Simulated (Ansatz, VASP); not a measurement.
**One calculation of AgCl, two programs**

```
Ag Cl
1.0
     0.00000    2.74558    2.74558
     2.74558    0.00000    2.74558
     2.74558    2.74558    0.00000
Ag Cl
1 1
Cartesian
  2.7456 2.7456 2.7456
  0.0000 0.0000 0.0000
```

Alike in both runs: task single point; functional r2SCAN; k mesh 8 × 8 × 8; occupations gaussian, width 0.02 eV; no spin polarisation.

|  | VASP | Ansatz |
| --- | --- | --- |
| version | VASP 6.6.1 | Ansatz 0.2.0 |
| potentials or method | VASP PAW PBE potentials, release 64 (Ag, Cl) | scalar-relativistic, plane waves, PAW |
| plane-wave cutoff (eV) | 520 | 500 |
| valence electrons in the cell | 18 | 26 |

Ansatz gave:

* gap on the k mesh at the Fermi level (eV): 1.48
* least direct gap on the mesh (eV): 3.85
* pressure (GPa): 1.6

**Question.** Estimate VASP's values.

**Answer.** gap on the k mesh at the Fermi level (eV): 1.42; least direct gap on the mesh (eV): 3.81; pressure (GPa): 1.5.

The functional is the same, so the differences come from potentials, cutoffs and numerics. The two sets of potentials don't hold the same shells in valence.

Caveats: the PAW data sets were made with another functional, which shifts forces and pressure a little (VASP). A k mesh can miss the band edges.
